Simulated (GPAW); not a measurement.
Set up this calculation in GPAW 26.7.0, as an ASE script.

```
Task                : single point
Functional          : PBEsol
Potentials or basis : PAW data sets generated in the run's folder for this functional
Cutoff              : 800 eV
Basis               : pw
k mesh              : 11 × 11 × 11
Occupations         : fermi-dirac, width 0.05 eV
Spin                : no spin polarisation
Maxiter             : 150
```

The system is TiC.

```xyz
2
Lattice="0.0000 2.1657 2.1657 2.1657 0.0000 2.1657 2.1657 2.1657 0.0000" Properties=species:S:1:pos:R:3 pbc="T T T"
Ti    0.0311   -0.0544    0.0078
C     2.2125    2.1626    2.1480
```

The cell is a database's computed one.

The cell isn't the ideal one: atoms moved at random, drawn with an rms of 0.05 Å.

The input as run:

run.py

```python
from ase import Atoms
from ase.dft.bandgap import bandgap
from ase.io import write
from ase.units import GPa
from gpaw import GPAW, PW, setup_paths

setup_paths.insert(0, '.')

atoms = Atoms(['Ti', 'C'],
              cell=[[0.0, 2.1657188437, 2.1657188437],
                    [2.1657188437, 0.0, 2.1657188437],
                    [2.1657188437, 2.1657188437, 0.0]],
              scaled_positions=[[-0.017918, 0.021534, -0.007178],
                                [0.48439, 0.507434, 0.514174]],
              pbc=True)

calc = GPAW(mode=PW(800),
            xc='PBEsol',
            kpts={'size': (11, 11, 11), 'gamma': True},
            occupations={'name': 'fermi-dirac', 'width': 0.05},
            nbands=18,
            convergence={'density': 1e-05, 'energy': 1e-05},
            maxiter=150,
            txt='gpaw.txt')
atoms.calc = calc
energy = atoms.get_potential_energy()
forces = atoms.get_forces()
stress = atoms.get_stress()
calc.write('gs.gpw')
write('result.traj', atoms)
print(f'Energy: {energy:.6f} eV')
print('Forces (eV/A):')
print(forces.round(4))
print('Stress (GPa):', (stress / GPa).round(3))
print('Fermi level:', round(calc.get_fermi_level(), 4), 'eV')
print(f'Gap: {bandgap(calc)[0]:.4f} eV, direct: {bandgap(calc, direct=True)[0]:.4f} eV')
```

Potentials or basis: PAW data sets generated in the run's folder for this functional, pw.

Run with:

```console
$ gpaw-setup -f PBEsol C Ti
$ OMP_NUM_THREADS=1 python run.py
```

It gave:

| Item | Value |
| --- | --- |
| Pressure | -5.4 GPa |
| Largest force | 0.559 eV/Å |
| Band gap on the k mesh | none (metal or under the smearing width) |

It took 3.3 min on 1 thread of Arm Neoverse V1, on a shared host, peak memory 0.5 GiB.
